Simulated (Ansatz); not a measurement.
**Choice of functional: Cs**

```xyz
1
Lattice="3.0190 -4.3381 0.0000 3.0190 4.3381 0.0000 -2.5749 0.0000 4.4139" Properties=species:S:1:pos:R:3 pbc="T T T"
Cs   -1.2875    0.0000    2.2069
```

Structure from Materials Project entry mp-1096915 (possibly hypothetical), not relaxed further.

No spin–orbit coupling, which matters for the heavy atoms here.

One fixed cell is solved with several functionals by PAW (frozen-core files) in Ansatz 0.2.0, scalar-relativistically. A positive pressure means that the functional wants a larger cell.

The PAW files were made with PBE; their cores are remade for each functional.

Settings: a Γ-centred 9×9×9 k mesh, Fermi–Dirac smearing of 0.08 eV, cutoff 500 eV, no spin polarisation; the PAW files were made with PBE, and the program remakes their frozen cores for this functional.

Cutoffs: r²SCAN 500 eV, LDA 420 eV, PBEsol 420 eV, PBE 420 eV.

**Question.** Order the settings by the pressure that they give at this fixed cell, lowest first.
A. PBE
B. PBEsol
C. r²SCAN
D. LDA

**Answer.** D (-0.33 GPa), B (-0.11 GPa), A (0.03 GPa), C (0.13 GPa).

```json
{"setting": "r²SCAN", "P (GPa)": "0.13", "lowest level at Γ above −25 eV, from the valence-band top or, without a gap, the Fermi level (eV)": "-24.81"}
{"setting": "LDA", "P (GPa)": "-0.33", "lowest level at Γ above −25 eV, from the valence-band top or, without a gap, the Fermi level (eV)": "-23.90"}
{"setting": "PBEsol", "P (GPa)": "-0.11", "lowest level at Γ above −25 eV, from the valence-band top or, without a gap, the Fermi level (eV)": "-23.86"}
{"setting": "PBE", "P (GPa)": "0.03", "lowest level at Γ above −25 eV, from the valence-band top or, without a gap, the Fermi level (eV)": "-23.86"}
```
